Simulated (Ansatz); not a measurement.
## O started on an Al site in corundum Al2O3, 120 atoms, charge +1

All numbers come from Ansatz (PAW, plane waves, no spin–orbit coupling) at the single k point (¼, ¼, ¼) without its symmetry partners. The atoms were relaxed with PBEsol in a fixed cell; other functionals are single points on those atoms unless said otherwise. The valence top and gap of the host come from its small cell on a dense mesh, with the band extrema sought between the mesh points, lined up by the mean potential, PBEsol gap 6.03 eV, HSE06 gap 7.99 eV. The charge correction uses an assumed dielectric constant of 10.

Cell: a = 9.548 Å, b = 9.548 Å, c = 13.014 Å, α = 90.00°, β = 90.00°, γ = 120.00°.

Nearest atoms after relaxation, from the placed atom (for vacancies from the middle of the vacant sites): O at 1.28 Å, O at 1.98 Å, O at 2.08 Å, O at 2.17 Å, O at 2.25 Å, O at 2.50 Å, Al at 2.74 Å, Al at 2.81 Å.

Chemical potentials μ are those of reference phases of the elements at zero temperature by the same functional (the usual solids, diamond for C, grey Sn, and the molecules H2, N2, O2, F2, Cl2, Br2 and S8).

```tsv
functional	E(defect) − E(host) − Σ nμ + q·E_VBM (eV)	monopole (eV)	alignment (eV)	formation energy at E_F = VBM (eV)	moment (μB)	wall time, shared host
PBEsol	11.69	0.19	-0.14	11.74	0 (no spin)	13 s on NVIDIA GB200 (relaxation)
HSE06	13.59	0.19	-0.13	13.65	0 (no spin)	25 s on NVIDIA GB200
```

HSE06 one-electron levels near the gap (the ten most localised at most), from the host's valence top, not corrected for the charge's images:

| level (eV) | spin | filling | atoms sharing it | element of the atom with most weight |
| --- | --- | --- | --- | --- |
| -0.25 | both | 2.00 | 35.3 | O |
| -0.23 | both | 2.00 | 42.0 | spread |
| -0.09 | both | 2.00 | 48.0 | spread |
| -0.07 | both | 2.00 | 43.3 | spread |
| 0.01 | both | 2.00 | 45.9 | spread |
| 0.05 | both | 2.00 | 18.2 | O |
| 0.15 | both | 2.00 | 10.9 | O |
| 0.46 | both | 2.00 | 3.2 | O |
| 1.51 | both | 0.00 | 6.7 | O |
| 1.59 | both | 0.00 | 6.0 | O |

The runs had no spin polarisation though PBEsol leaves holes or close levels at the Fermi level; a state of higher spin may be lower.

All elements are taken at their own reference at once; growth conditions in equilibrium with the host shift these energies, by up to the host's formation enthalpy.

One k point and a cell of this size can leave errors of several tenths of an eV in such numbers.

The added oxygen doesn't behave as a substitute for aluminium. It binds a lattice oxygen at 1.28 Å, far too short for a peroxide and between the bond lengths of molecular oxygen and superoxide. The remaining oxygen contacts are much too long for ordinary O–O single bonds.

Electron counting supports this picture. A peroxide unit in a triply negative aluminium vacancy would carry the full negative charge of that vacancy, so the +1 state lacks four electrons relative to it. The two empty oxygen levels at 1.51 and 1.59 eV, low in the HSE06 gap, can hold exactly these four. They are probably O–O π* states mixed with 2p orbitals of neighbouring oxygens, since each spreads beyond a single pair. Emptying π* strengthens and shortens the bond.

The large formation energy with both functionals fits the loss of strong Al–O ionic bonding, which one short O–O bond can't repay. The empty levels suggest that the defect would readily capture electrons, but without other charge states they fix neither a transition level nor the stable charge.
